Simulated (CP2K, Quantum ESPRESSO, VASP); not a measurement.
TiO2: programs and potentials compared

```
Ti O
1.0
     4.59984    0.00000    0.00000
     0.00000    4.59984    0.00000
     0.00000    0.00000    2.95921
Ti O
2 4
Direct
  0.00000 0.00000 0.50000
  0.50000 0.50000 0.00000
  0.30432 0.30432 0.50000
  0.19568 0.80432 0.00000
  0.80432 0.19568 0.00000
  0.69568 0.69568 0.50000
```

The cell is a database's computed one, not the measured one.

Alike in all runs: task band structure; functional PBEsol; k mesh 6 × 6 × 9; occupations fermi-dirac, width 0.05 eV; no spin polarisation; no spin-orbit coupling. Pressure is positive in compression and, in plane waves, holds the error of the finite cutoff. Gaps are the smaller of the mesh's and the band path's.

```tsv
program and potentials	plane-wave cutoff (eV)	notes	band gap (eV)	pressure (GPa)	largest force (eV/Å)
CP2K, POTENTIAL_UZH Ti GTH-PBE-q12, O GTH-PBE-q6; TZVP-MOLOPT-PBE-GTH basis	-	atomic basis; potentials made for PBE	1.77	-1.12	0.114
VASP, PBE PAW files O, Ti_sv, 520 eV	520	potentials made for PBE	1.80	-2.13	-
Quantum ESPRESSO, GBRV 1.5 PBEsol	612	-	1.83	-2.50	0.061
```

Force on atom 4 (O), eV/Å:

```tsv
program and potentials	x	y	z
CP2K, POTENTIAL_UZH Ti GTH-PBE-q12, O GTH-PBE-q6; TZVP-MOLOPT-PBE-GTH basis	-0.081	0.081	0.000
VASP, PBE PAW files O, Ti_sv, 520 eV	-0.033	0.033	0.000
Quantum ESPRESSO, GBRV 1.5 PBEsol	-0.043	0.043	0.000
```

The band gap spans 1.77 (CP2K, POTENTIAL_UZH Ti GTH-PBE-q12, O GTH-PBE-q6; TZVP-MOLOPT-PBE-GTH basis) to 1.83 eV (Quantum ESPRESSO, GBRV 1.5 PBEsol). The pressure spans -2.50 (Quantum ESPRESSO, GBRV 1.5 PBEsol) to -1.12 GPa (CP2K, POTENTIAL_UZH Ti GTH-PBE-q12, O GTH-PBE-q6; TZVP-MOLOPT-PBE-GTH basis). Rows in atomic bases carry the error of their basis and grid, which can be large.

The functional is the same throughout but for its coding, so the spread measures potentials, basis and numerics; runs on potential files found faulty are left out.
